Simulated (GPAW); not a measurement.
The system is AgBr.

```xyz
2
Lattice="0.0000 2.8702 2.8702 2.8702 0.0000 2.8702 2.8702 2.8702 0.0000" Properties=species:S:1:pos:R:3 pbc="T T T"
Ag    0.0000    0.0000    0.0000
Br    2.8702    2.8702    2.8702
```

Program: GPAW 26.7.0. Alike in all runs: task band structure; cell as given; cutoff (eV) 600; smearing fermi-dirac 0.05 eV.

Task: Order these runs on this cell by their pressure, lowest first.
A. level RPBE; potentials or basis the program's PAW data sets (release 1.2.1) made for this functional, pw; spin off; k mesh 8 × 8 × 8; band points 100
B. level LDA; potentials or basis the program's PAW data sets (release 1.2.1) made for this functional, pw; spin off; k mesh 8 × 8 × 8; band points 60
C. level PBE; potentials or basis GPAW PAW data sets (gpaw-data 1.2.1), pw; spin off; k mesh 8 × 8 × 8; band points 80
D. level PBEsol; potentials or basis PAW data sets generated in the run's folder for this functional, pw; spin SOC, no magnetisation; k mesh 6 × 6 × 6; band points 80; spin axis theta (degrees) 54.7; spin axis phi (degrees) 45; soc after scf second variation

Result: B (-4.0 GPa), D (-1.4 GPa), C (2.5 GPa), A (5.3 GPa).

Caveats: spin-orbit coupling was added after a scalar SCF, so levels and gaps hold it while energy, forces, pressure and moments don't (some runs).
